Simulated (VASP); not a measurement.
A run of VASP 6.6.1:

INCAR

```
ALGO = Fast
EDIFF = 1E-7
ENCUT = 520
ISIF = 2
ISMEAR = 0
LASPH = T
LCHARG = F
LREAL = F
LWAVE = F
NBANDS = 11
NELM = 100
PREC = Accurate
SIGMA = 0.01
```

Contents of KPOINTS:

```
k-points
0
Gamma
  5 5 3
```

POSCAR

```
BN
1.0
    2.5080400000      0.0000000000      0.0000000000
   -1.2467100000      2.1762300000      0.0000000000
   -0.6306700000     -1.0881200000      3.0225400000
B N
1 1
Direct
    0.9796400000      0.9835000000      0.0018100000
    0.6685100000      0.3323800000      0.9850000000
```

Potentials or basis: VASP PAW LDA potentials, release 64 (B, N).

The run is started by

```bash
$ cat potpaw_LDA.64/B/POTCAR potpaw_LDA.64/N/POTCAR > POTCAR
$ mpirun -np 1 vasp_std > vasp.out
```

Hardware: 1 thread of AMD EPYC 7R13 Processor (Zen 3) (shared host).

Task: Estimate the wall time of this run.

Result: Wall time 6.2 s on 1 thread of AMD EPYC 7R13 Processor (Zen 3) (shared host), peak memory 0.08 GiB. Counts: scf iterations 13, k points 38.
